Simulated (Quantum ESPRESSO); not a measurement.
# Si2W (P6_222) in Quantum ESPRESSO: reference runs

Aim: a first look at Si2W with PBE, on the cell as given and on a disturbed one, then over a range of volumes.

All numbers are computed with Quantum ESPRESSO 7.5; they aren't measurements. Logs are shortened: lines on timing, memory, paths and dates and some standing lists are left out, and cuts for length are marked.

## (1) The structure

It takes space group P6_222 (No. 180, hexagonal). Conventional cell: a = 4.617 Å, b = 4.617 Å, c = 6.653 Å, α = 90.00°, β = 90.00°, γ = 120.00°. W (site symmetry 222) is surrounded by 10 Si at 2.59 to 2.69 Å. Around Si (site symmetry 2) lie 5 Si at 2.57 to 2.69 Å and 5 W at 2.59 to 2.69 Å.

Measurements of this composition are mostly on another form, of space group No. 139.

## (2) Single point, PBE

Input file pw.in:

```
&CONTROL
  calculation = 'scf'
  prefix = 'pwscf'
  outdir = './tmp'
  pseudo_dir = './pseudo'
  tprnfor = .true.
  tstress = .true.
  disk_io = 'low'
/
&SYSTEM
  ibrav = 0
  nat = 9
  ntyp = 2
  ecutwfc = 55
  ecutrho = 440
  nbnd = 44
  occupations = 'smearing'
  smearing = 'fd'
  degauss = 0.00367493
/
&ELECTRONS
  conv_thr = 1.8d-09
  electron_maxstep = 120
  mixing_beta = 0.5
/
ATOMIC_SPECIES
W    183.8400 W_pbe_v1.2.uspp.F.UPF
Si    28.0850 Si.pbe-n-rrkjus_psl.1.0.0.UPF
CELL_PARAMETERS angstrom
   4.6168523821    0.0000000000    0.0000000000
  -2.3084261911    3.9983114484    0.0000000000
   0.0000000000    0.0000000000    6.6532220000
ATOMIC_POSITIONS crystal
W      0.5000000000    0.0000000000    0.5000000000
W      0.5000000000    0.5000000000    0.8333333333
W      0.0000000000    0.5000000000    0.1666666667
Si     0.3272520000    0.1636260000    0.1666666667
Si     0.8363740000    0.1636260000    0.8333333333
Si     0.1636260000    0.3272520000    0.5000000000
Si     0.6727480000    0.8363740000    0.1666666667
Si     0.1636260000    0.8363740000    0.8333333333
Si     0.8363740000    0.6727480000    0.5000000000
K_POINTS automatic
7 7 4 0 0 0
```

Input file pp_density.in:

```
&INPUTPP
  prefix = 'pwscf'
  outdir = './tmp'
  filplot = 'density.dat'
  plot_num = 0
/
&PLOT
  nfile = 1
  filepp(1) = 'density.dat'
  iflag = 3
  output_format = 6
  fileout = 'density.cube'
/
```

Input file pp_potential.in:

```
&INPUTPP
  prefix = 'pwscf'
  outdir = './tmp'
  filplot = 'potential.dat'
  plot_num = 11
/
&PLOT
  nfile = 1
  filepp(1) = 'potential.dat'
  iflag = 3
  output_format = 6
  fileout = 'potential.cube'
/
```

Potentials or basis: SSSP 1.3 efficiency PBE.

On the command line:

```console
> OMP_NUM_THREADS=1 mpirun -n 2 pw.x -nk 2 -in pw.in > pw.out
> OMP_NUM_THREADS=1 mpirun -n 1 pp.x -in pp_density.in > pp_density.out
> OMP_NUM_THREADS=1 mpirun -n 1 pp.x -in pp_potential.in > pp_potential.out
```

pw.out:

```text
This program is part of the open-source Quantum ESPRESSO suite
     for quantum simulation of materials; please cite
[... 13 lines left out ...]
     --------------------
     sticks:   dense  smooth     PW     G-vecs:    dense   smooth      PW
     Sum        2299    1159    313               128969    45725    6883

     Using Slab Decomposition

     bravais-lattice index     =            0
     lattice parameter (alat)  =       8.7246  a.u.
     unit-cell volume          =     828.8028 (a.u.)^3
     number of atoms/cell      =            9
     number of atomic types    =            2
     number of electrons       =        66.00
     number of Kohn-Sham states=           44
     kinetic-energy cutoff     =      55.0000  Ry
     charge density cutoff     =     440.0000  Ry
     scf convergence threshold =      1.8E-09
     mixing beta               =       0.5000
     number of iterations used =            8  plain     mixing
     Exchange-correlation= PBE
                           (   1   4   3   4   0   0   0)

     celldm(1)=   8.724587  celldm(2)=   0.000000  celldm(3)=   0.000000
     celldm(4)=   0.000000  celldm(5)=   0.000000  celldm(6)=   0.000000

     crystal axes: (cart. coord. in units of alat)
               a(1) = (   1.000000   0.000000   0.000000 )
               a(2) = (  -0.500000   0.866025   0.000000 )
               a(3) = (   0.000000   0.000000   1.441073 )

     reciprocal axes: (cart. coord. in units 2 pi/alat)
               b(1) = (  1.000000  0.577350 -0.000000 )
               b(2) = (  0.000000  1.154701  0.000000 )
               b(3) = (  0.000000 -0.000000  0.693927 )

     PseudoPot. # 1 for W  read from file:
     W_pbe_v1.2.uspp.F.UPF
     Pseudo is Ultrasoft + core correction, Zval = 14.0
     Generated by new atomic code, or converted to UPF format
     Using radial grid of  923 points,  8 beta functions with:
                l(1) =   0
                l(2) =   0
                l(3) =   0
                l(4) =   1
                l(5) =   1
                l(6) =   2
                l(7) =   2
                l(8) =   3
     Q(r) pseudized with  6 coefficients,  rinner =    1.350   1.350   1.350
                                                       1.350   1.350   1.350
                                                       1.350

     PseudoPot. # 2 for Si read from file:
     Si.pbe-n-rrkjus_psl.1.0.0.UPF
     Pseudo is Ultrasoft + core correction, Zval =  4.0
     Generated using "atomic" code by A. Dal Corso  v.5.1
     Using radial grid of 1141 points,  6 beta functions with:
                l(1) =   0
                l(2) =   0
                l(3) =   1
                l(4) =   1
                l(5) =   2
                l(6) =   2
     Q(r) pseudized with 0 coefficients

     atomic species   valence    mass     pseudopotential
     W                14.00   183.84000     W ( 1.00)
     Si                4.00    28.08500     Si( 1.00)

     12 Sym. Ops. (no inversion) found ( 8 have fractional translation)

   Cartesian axes

     site n.     atom                  positions (alat units)
         1        W      tau(   1) = (   0.5000000   0.0000000   0.7205366  )
         2        W      tau(   2) = (   0.2500000   0.4330127   1.2008943  )
         3        W      tau(   3) = (  -0.2500000   0.4330127   0.2401789  )
         4        Si     tau(   4) = (   0.2454390   0.1417043   0.2401789  )
         5        Si     tau(   5) = (   0.7545610   0.1417043   1.2008943  )
         6        Si     tau(   6) = (  -0.0000000   0.2834085   0.7205366  )
         7        Si     tau(   7) = (   0.2545610   0.7243211   0.2401789  )
         8        Si     tau(   8) = (  -0.2545610   0.7243211   1.2008943  )
         9        Si     tau(   9) = (   0.5000000   0.5826169   0.7205366  )

     number of k points=    24  Fermi-Dirac smearing, width (Ry)=  0.0037
                       cart. coord. in units 2pi/alat
        k(    1) = (   0.0000000   0.0000000   0.0000000), wk =   0.0102041
        k(    2) = (   0.0000000   0.0000000   0.1734818), wk =   0.0204082
        k(    3) = (   0.0000000   0.0000000  -0.3469637), wk =   0.0102041
        k(    4) = (   0.0000000   0.1649572   0.0000000), wk =   0.0612245
        k(    5) = (   0.0000000   0.1649572   0.1734818), wk =   0.1224490
        k(    6) = (   0.0000000   0.1649572  -0.3469637), wk =   0.0612245
[... 16 lines left out ...]
        k(   23) = (   0.2857143   0.4948717   0.1734818), wk =   0.1224490
        k(   24) = (   0.2857143   0.4948717  -0.3469637), wk =   0.0612245

     Dense  grid:   128969 G-vectors     FFT dimensions: (  60,  60,  90)

     Smooth grid:    45725 G-vectors     FFT dimensions: (  45,  45,  60)

     Initial potential from superposition of free atoms

     starting charge      65.6956, renormalised to      66.0000

     negative rho (up, down):  1.875E-01 0.000E+00
     Starting wfcs are   63 randomized atomic wfcs

     Self-consistent Calculation

     iteration #  1     ecut=    55.00 Ry     beta= 0.50
     Davidson diagonalization with overlap
     ethr =  1.00E-02,  avg # of iterations =  3.6

     Threshold (ethr) on eigenvalues was too large:
     Diagonalizing with lowered threshold

     Davidson diagonalization with overlap
     ethr =  1.70E-04,  avg # of iterations =  6.4

     negative rho (up, down):  1.948E-01 0.000E+00

     total energy              =    -546.11857993 Ry
     estimated scf accuracy    <       0.13081145 Ry

     iteration #  2     ecut=    55.00 Ry     beta= 0.50
     Davidson diagonalization with overlap
     ethr =  1.98E-04,  avg # of iterations =  2.0

     negative rho (up, down):  2.010E-01 0.000E+00

     total energy              =    -546.12124007 Ry
     estimated scf accuracy    <       0.02685808 Ry

     iteration #  3     ecut=    55.00 Ry     beta= 0.50
     Davidson diagonalization with overlap
     ethr =  4.07E-05,  avg # of iterations =  3.6

     negative rho (up, down):  2.036E-01 0.000E+00

     total energy              =    -546.12397757 Ry
     estimated scf accuracy    <       0.00826085 Ry

     iteration #  4     ecut=    55.00 Ry     beta= 0.50
     Davidson diagonalization with overlap
     ethr =  1.25E-05,  avg # of iterations =  3.3

     negative rho (up, down):  2.044E-01 0.000E+00

     total energy              =    -546.12497269 Ry
     estimated scf accuracy    <       0.00024054 Ry

     iteration #  5     ecut=    55.00 Ry     beta= 0.50
     Davidson diagonalization with overlap
     ethr =  3.64E-07,  avg # of iterations =  5.7

     negative rho (up, down):  2.042E-01 0.000E+00

     total energy              =    -546.12503341 Ry
     estimated scf accuracy    <       0.00009731 Ry

     iteration #  6     ecut=    55.00 Ry     beta= 0.50
     Davidson diagonalization with overlap
     ethr =  1.47E-07,  avg # of iterations =  3.4

     negative rho (up, down):  2.039E-01 0.000E+00

     total energy              =    -546.12505569 Ry
     estimated scf accuracy    <       0.00000157 Ry

     iteration #  7     ecut=    55.00 Ry     beta= 0.50
     Davidson diagonalization with overlap
     ethr =  2.38E-09,  avg # of iterations =  4.2

     negative rho (up, down):  2.038E-01 0.000E+00

     total energy              =    -546.12505580 Ry
     estimated scf accuracy    <       0.00000083 Ry

     iteration #  8     ecut=    55.00 Ry     beta= 0.50
     Davidson diagonalization with overlap
     ethr =  1.25E-09,  avg # of iterations =  2.0

     negative rho (up, down):  2.038E-01 0.000E+00

     total energy              =    -546.12505599 Ry
     estimated scf accuracy    <       0.00000002 Ry

     iteration #  9     ecut=    55.00 Ry     beta= 0.50
     Davidson diagonalization with overlap
     ethr =  3.04E-11,  avg # of iterations =  3.2

     negative rho (up, down):  2.038E-01 0.000E+00

     End of self-consistent calculation

          k = 0.0000 0.0000 0.0000 (  5699 PWs)   bands (ev):

   -57.2678 -57.2561 -57.2561 -21.6227 -21.6200 -21.6200 -21.5964 -21.5964
   -21.5255 -21.4938 -21.4938 -21.4802   2.5050   5.7237   5.7237   9.5066
    10.0447  10.0447  10.7252  10.7252  11.5421  11.8972  11.8972  12.1680
    13.0859  13.0859  13.6034  13.6034  13.7255  13.7255  14.0639  14.5124
    16.1722  19.3091  19.3091  19.3738  19.4006  19.6971  19.7827  19.7827
    19.9535  19.9535  20.4190  20.4190

          k = 0.0000 0.0000 0.1735 (  5700 PWs)   bands (ev):

   -57.2668 -57.2600 -57.2532 -21.6517 -21.6155 -21.6037 -21.5912 -21.5752
   -21.5276 -21.5187 -21.4934 -21.4718   2.7407   4.4680   6.9539   9.6953
    10.0052  10.3191  10.3654  10.9311  11.1897  11.3892  11.5549  11.6291
    13.3173  13.4016  13.4125  13.7383  13.9546  14.2362  14.4999  14.5669
    16.7139  18.3589  19.1011  19.5905  19.6122  19.6321  19.6352  19.7218
    19.8917  19.9194  20.1967  20.2815

          k = 0.0000 0.0000-0.3470 (  5754 PWs)   bands (ev):

   -57.2639 -57.2639 -57.2522 -21.6632 -21.6067 -21.5994 -21.5994 -21.5298
   -21.5298 -21.5287 -21.5287 -21.4635   3.4222   3.4222   7.6637   9.5956
    10.1365  10.1365  10.2344  10.8969  10.8969  11.5031  11.5031  11.5348
    13.0419  13.3212  13.3212  13.3559  14.3629  14.3629  14.4857  16.3749
    16.3749  18.8585  19.0903  19.0903  19.3388  19.5106  19.5106  19.7314
    19.8248  20.1461  20.2129  20.2130

          k = 0.0000 0.1650 0.0000 (  5708 PWs)   bands (ev):

   -57.2673 -57.2566 -57.2561 -21.6409 -21.6255 -21.6068 -21.5949 -21.5925
   -21.5247 -21.4978 -21.4959 -21.4738   2.7195   5.8750   5.8983   8.5571
     9.3390   9.8542  10.5878  11.1297  11.7653  11.9604  12.5887  12.7502
    12.7862  13.1961  13.3907  13.6712  13.6939  13.8087  14.1098  14.3266
    16.1904  18.4173  18.7362  18.9818  19.1042  19.1417  19.3707  19.7905
    19.8305  20.0188  20.6963  21.0971

          k = 0.0000 0.1650 0.1735 (  5713 PWs)   bands (ev):

   -57.2663 -57.2600 -57.2537 -21.6533 -21.6232 -21.6063 -21.5923 -21.5696
   -21.5257 -21.5242 -21.4864 -21.4720   2.9520   4.6552   7.0817   8.6286
     9.4408   9.8417  10.4608  10.8603  11.1266  12.0072  12.3579  12.6136
    13.0133  13.2815  13.5446  13.6285  13.8800  14.0454  14.2505  14.8544
    16.5716  18.0056  18.6181  18.7439  18.9670  19.1059  19.4986  19.5265
    20.0386  20.2481  20.5621  20.6521
[... 138 lines left out ...]
   -57.2638 -57.2596 -57.2565 -21.6592 -21.6417 -21.6285 -21.5909 -21.5580
   -21.5453 -21.4964 -21.4890 -21.4624   5.4238   5.5988   5.8661   6.4131
     7.8911   8.7505  10.4620  10.7865  10.9082  12.4932  12.6352  12.7712
    12.8553  13.2808  13.5229  13.7531  14.3505  15.0105  15.1751  15.7431
    16.8917  17.7632  17.8756  18.3812  18.6613  19.0421  19.1781  19.3462
    19.5924  19.7496  20.3239  20.6663

          k = 0.2857 0.4949 0.0000 (  5700 PWs)   bands (ev):

   -57.2630 -57.2608 -57.2561 -21.6672 -21.6337 -21.6223 -21.5958 -21.5591
   -21.5423 -21.4990 -21.4973 -21.4557   4.7783   5.8576   6.1340   7.6868
     7.8215   9.1088   9.2650   9.8924   9.9999  11.8354  13.2203  13.3519
    13.6176  13.8630  13.9427  14.0615  14.0623  14.3747  15.7652  15.9640
    16.2412  17.7283  17.9633  18.2916  18.3056  18.7848  18.9001  18.9554
    19.8259  19.9984  20.6886  20.9821

          k = 0.2857 0.4949 0.1735 (  5696 PWs)   bands (ev):

   -57.2635 -57.2599 -57.2564 -21.6599 -21.6465 -21.6235 -21.5900 -21.5544
   -21.5441 -21.5155 -21.4726 -21.4658   4.9670   5.9813   6.1694   6.7702
     7.9656   8.6095   9.3388  10.2467  11.1202  12.2569  12.7021  13.0886
    13.2988  13.6331  13.6842  13.8883  14.4931  14.6719  15.7230  15.9723
    16.3057  17.7588  17.8056  18.3993  18.5841  18.8002  18.8578  19.2038
    19.6396  19.9905  20.5220  20.7357

          k = 0.2857 0.4949-0.3470 (  5686 PWs)   bands (ev):

   -57.2638 -57.2591 -57.2569 -21.6565 -21.6403 -21.6393 -21.5794 -21.5644
   -21.5462 -21.4934 -21.4904 -21.4624   5.4789   5.5268   6.2467   6.9400
     7.1655   8.0983  10.4497  10.7629  11.3150  11.7767  12.8682  12.8712
    13.3233  13.3787  13.5501  13.6483  14.7844  15.1720  15.4394  15.7470
    16.5683  17.6098  17.8780  17.9363  18.4547  18.9157  19.1067  19.2501
    19.6536  20.2037  20.2784  20.7308

     the Fermi energy is    17.1068 ev

!    total energy              =    -546.12505599 Ry
     estimated scf accuracy    <          1.5E-09 Ry
     smearing contrib. (-TS)   =      -0.00023688 Ry
     internal energy E=F+TS    =    -546.12481911 Ry

     The total energy is F=E-TS. E is the sum of the following terms:
     one-electron contribution =     -91.38970082 Ry
     hartree contribution      =      81.65136616 Ry
     xc contribution           =    -161.68727835 Ry
     ewald contribution        =    -374.69920610 Ry

     convergence has been achieved in   9 iterations

     negative rho (up, down):  2.038E-01 0.000E+00

     Forces acting on atoms (cartesian axes, Ry/au):

     atom    1 type  1   force =     0.00000000    0.00000000    0.00000000
     atom    2 type  1   force =     0.00000000    0.00000000    0.00000000
     atom    3 type  1   force =     0.00000000    0.00000000    0.00000000
     atom    4 type  2   force =     0.00003493    0.00002017   -0.00000000
     atom    5 type  2   force =    -0.00003493    0.00002017    0.00000000
     atom    6 type  2   force =     0.00000000    0.00004034    0.00000000
     atom    7 type  2   force =    -0.00003493   -0.00002017   -0.00000000
     atom    8 type  2   force =     0.00003493   -0.00002017    0.00000000
     atom    9 type  2   force =    -0.00000000   -0.00004034    0.00000000

     Total force =     0.000099     Total SCF correction =     0.000014
     SCF correction compared to forces is large: reduce conv_thr to get better values

     Computing stress (Cartesian axis) and pressure

     negative rho (up, down):  2.038E-01 0.000E+00
          total   stress  (Ry/bohr**3)                   (kbar)     P=       -3.45
  -0.00001873  -0.00000000   0.00000000           -2.76       -0.00        0.00
  -0.00000000  -0.00001873   0.00000000           -0.00       -2.76        0.00
   0.00000000   0.00000000  -0.00003281            0.00        0.00       -4.83

=------------------------------------------------------------------------------=
   JOB DONE.
=------------------------------------------------------------------------------=
```

Run time: 1.9 min. Hardware: 2 MPI ranks of Arm Neoverse V1, shared host; peak memory 1.1 GiB.

What came out:

```
Free energy            : -7430.4099 eV
Pressure               : -0.3 GPa
Band gap on the k mesh : 0.23 eV, indirect (least direct gap 0.68 eV)
```

Levels at points of the mesh, in eV from the valence-band top:
```
            k point  band 30  band 31  band 32  band 33  band 34  band 35  band 36  band 37
 (0.00, 0.00, 0.00)    -3.28    -2.94    -2.49    -0.83     2.30     2.30     2.37     2.39
(0.00, 0.00, -0.50)    -2.64    -2.52    -0.63    -0.63     1.85     2.08     2.08     2.33
```

Caveat: spin-orbit coupling is left out, which moves the levels of the heavy elements; an odd mesh through Γ misses points on the zone boundary, where band edges often lie. As with any semilocal functional, this PBE gap is likely too small.

## (3) Single point, PBE (atoms moved at random, drawn with an rms of 0.05 Å)

Input file pw.in:

```
&CONTROL
  calculation = 'scf'
  prefix = 'pwscf'
  outdir = './tmp'
  pseudo_dir = './pseudo'
  tprnfor = .true.
  tstress = .true.
  disk_io = 'nowf'
/
&SYSTEM
  ibrav = 0
  nat = 9
  ntyp = 2
  ecutwfc = 55
  ecutrho = 440
  nbnd = 44
  occupations = 'smearing'
  smearing = 'fd'
  degauss = 0.00367493
/
&ELECTRONS
  conv_thr = 1.8d-09
  electron_maxstep = 120
  mixing_beta = 0.5
/
ATOMIC_SPECIES
W    183.8400 W_pbe_v1.2.uspp.F.UPF
Si    28.0850 Si.pbe-n-rrkjus_psl.1.0.0.UPF
CELL_PARAMETERS angstrom
   4.6168523821    0.0000000000    0.0000000000
  -2.3084261911    3.9983114484    0.0000000000
   0.0000000000    0.0000000000    6.6532220000
ATOMIC_POSITIONS crystal
W      0.5089400000    0.0040880000    0.5064200000
W      0.4953170000    0.4900060000    0.8279550000
W     -0.0042450000    0.4991370000    0.1699210000
Si     0.3143020000    0.1595440000    0.1662430000
Si     0.8414210000    0.1722940000    0.8327910000
Si     0.1596360000    0.3153370000    0.4983370000
Si     0.6750990000    0.8402330000    0.1617900000
Si     0.1674930000    0.8419070000    0.8275760000
Si     0.8357440000    0.6767120000    0.5031760000
K_POINTS automatic
7 7 4 0 0 0
```

Potentials or basis: SSSP 1.3 efficiency PBE.

On the command line:

```console
> OMP_NUM_THREADS=1 mpirun -n 2 pw.x -nk 2 -in pw.in > pw.out
```

It took 8 min on 2 MPI ranks of Arm Neoverse V1, shared host; peak memory 1.4 GiB.

The run converged. Its results:

| Property | Result |
| --- | --- |
| Free energy | -7430.2694 eV |
| Pressure | 0.2 GPa |
| Largest force | 1.362 eV/Å |
| Band gap on the k mesh | 0.05 eV, indirect (least direct gap 0.57 eV) |

Forces in eV/Å, atoms in the order of the input:
```
W   -0.517 -0.478 -1.166
W   -0.064  0.874  0.927
W    0.186  0.171 -0.343
Si   0.655  0.160  0.077
Si  -0.005 -0.228  0.037
Si  -0.046  0.525  0.089
Si  -0.387 -0.324  0.217
Si  -0.044 -0.434  0.503
Si   0.223 -0.265 -0.340
```

Stress tensor (GPa, compression positive):
```
 0.29  0.17 -0.51
 0.17  0.49  0.24
-0.51  0.24 -0.32
```

Levels at points of the mesh, in eV from the valence-band top:
```csv
k point,band 31,band 32,band 33,band 34,band 35,band 36
"(0.00, 0.00, 0.00)",-3.06,-2.44,-0.83,2.07,2.11,2.17
"(0.00, 0.00, -0.50)",-2.57,-0.72,-0.61,1.79,1.86,1.98
```

Caveat: spin-orbit coupling is left out, which moves the levels of the heavy elements; an odd mesh through Γ misses points on the zone boundary, where band edges often lie.

## (4) Single point, PBE, 12.83 Å³/atom

Input file pw.in:

```
&CONTROL
  calculation = 'scf'
  prefix = 'pwscf'
  outdir = './tmp'
  pseudo_dir = './pseudo'
  tprnfor = .true.
  tstress = .true.
  disk_io = 'nowf'
/
&SYSTEM
  ibrav = 0
  nat = 9
  ntyp = 2
  ecutwfc = 55
  ecutrho = 440
  nbnd = 44
  occupations = 'smearing'
  smearing = 'fd'
  degauss = 0.00367493
/
&ELECTRONS
  conv_thr = 1.8d-09
  electron_maxstep = 120
  mixing_beta = 0.5
/
ATOMIC_SPECIES
W    183.8400 W_pbe_v1.2.uspp.F.UPF
Si    28.0850 Si.pbe-n-rrkjus_psl.1.0.0.UPF
CELL_PARAMETERS angstrom
   4.5226044595    0.0000000000    0.0000000000
  -2.2613022298    3.9166903532    0.0000000000
   0.0000000000    0.0000000000    6.5174038494
ATOMIC_POSITIONS crystal
W      0.5000000000    0.0000000000    0.5000000000
W      0.5000000000    0.5000000000    0.8333333333
W      0.0000000000    0.5000000000    0.1666666667
Si     0.3272520000    0.1636260000    0.1666666667
Si     0.8363740000    0.1636260000    0.8333333333
Si     0.1636260000    0.3272520000    0.5000000000
Si     0.6727480000    0.8363740000    0.1666666667
Si     0.1636260000    0.8363740000    0.8333333333
Si     0.8363740000    0.6727480000    0.5000000000
K_POINTS automatic
7 7 4 0 0 0
```

On the command line:

```console
> OMP_NUM_THREADS=1 mpirun -n 2 pw.x -nk 2 -in pw.in > pw.out
```

It took 1.7 min on 2 MPI ranks of Arm Neoverse V1, shared host; peak memory 1.1 GiB.

The run converged. Its results:

```yaml
Free_energy: -7430.0855 eV
Pressure: 15.2 GPa
Largest_force: 0.038 eV/Å
Band_gap_on_the_k_mesh: 0.23 eV, indirect (least direct gap 0.77 eV)
```

Caveat: spin-orbit coupling is left out, which moves the levels of the heavy elements; an odd mesh through Γ misses points on the zone boundary, where band edges often lie.

[end of part 1 of 2]
